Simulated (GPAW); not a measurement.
A run of GPAW 26.7.0 is set up as follows.

The input run.py:

```python
import numpy as np
from ase.dft.bandgap import bandgap
from ase.io import read, write
from ase.units import Ha
from gpaw import GPAW, PW
from gpaw.hybrids.energy import non_self_consistent_energy
from gpaw.new.pw.nschse import non_self_consistent_matrix_elements

atoms = read('SiC.cif')

calc = GPAW(mode=PW(550),
            xc='MGGA_X_SCAN+MGGA_C_SCAN',
            kpts={'size': (8, 8, 8), 'gamma': True},
            occupations={'name': 'fermi-dirac', 'width': 0.001},
            nbands=11,
            convergence={'density': 1e-06, 'bands': 9},
            maxiter=150,
            txt='gpaw.txt')
atoms.calc = calc
energy = atoms.get_potential_energy()
calc.write('gs.gpw')
write('result.traj', atoms)
print(f'Energy: {energy:.6f} eV')
print('Fermi level:', round(calc.get_fermi_level(), 4), 'eV')
print(f'Gap: {bandgap(calc)[0]:.4f} eV, direct: {bandgap(calc, direct=True)[0]:.4f} eV')

calc.write('wfs.gpw', mode='all')
eps = calc.eigenvalues()
free = calc.get_potential_energy(force_consistent=True)
semilocal_x = free + calc.get_xc_difference('MGGA_X_SCAN')  # without correlation
exact_x = non_self_consistent_energy(calc, 'EXX').sum()
h_x = non_self_consistent_matrix_elements(GPAW('wfs.gpw').dft, 'MGGA_X_SCAN')
h_exx = non_self_consistent_matrix_elements(GPAW('wfs.gpw').dft, 'EXX')
shift = np.einsum('sknn->skn', h_exx - h_x).real * Ha
np.savetxt('shift.dat', shift[..., :9].reshape((-1, 9)), fmt='%.4f')
occupied = eps < calc.get_fermi_level()
for name, a in {'SCAN0': 0.25}.items():
    levels = (eps + a * shift)[..., :9]
    gap = levels[~occupied[..., :9]].min() - levels[occupied[..., :9]].max()
    print(f'{name}: share {a}, energy {free + a * (exact_x - semilocal_x):.6f} eV, gap {gap:.4f} eV')
```

File SiC.cif:

```cif
data_SiC
_cell_length_a 3.03992339
_cell_length_b 3.03992339
_cell_length_c 3.03992339
_cell_angle_alpha 60.00000000
_cell_angle_beta 60.00000000
_cell_angle_gamma 60.00000000
_space_group_name_H-M_alt 'P1'
_space_group_name_Hall 'P 1'
_space_group_IT_number 1
loop_
_space_group_symop_operation_xyz
'x,y,z'
loop_
_atom_site_label
_atom_site_type_symbol
_atom_site_symmetry_multiplicity
_atom_site_Wyckoff_symbol
_atom_site_fract_x
_atom_site_fract_y
_atom_site_fract_z
_atom_site_occupancy
Si1 Si 1 a 0.0000000000 0.0000000000 0.0000000000 1
C1 C 1 a 0.7500000000 0.7500000000 0.7500000000 1
```

Potentials or basis: GPAW PAW data sets (gpaw-data 1.2.1), pw.

Launch:

```bash
$ OMP_NUM_THREADS=1 python run.py
```

Q: Estimate the band gap on the k mesh.

A: 1.68 eV, indirect (least direct gap 5.11 eV).

Band gaps from one-shot exact exchange on these states (eV): scan0 3.11

Caveat: energy and the plain gap are those of the semilocal run; the hybrids' values are one shot on its orbitals and mesh. A k mesh can miss the band edges.
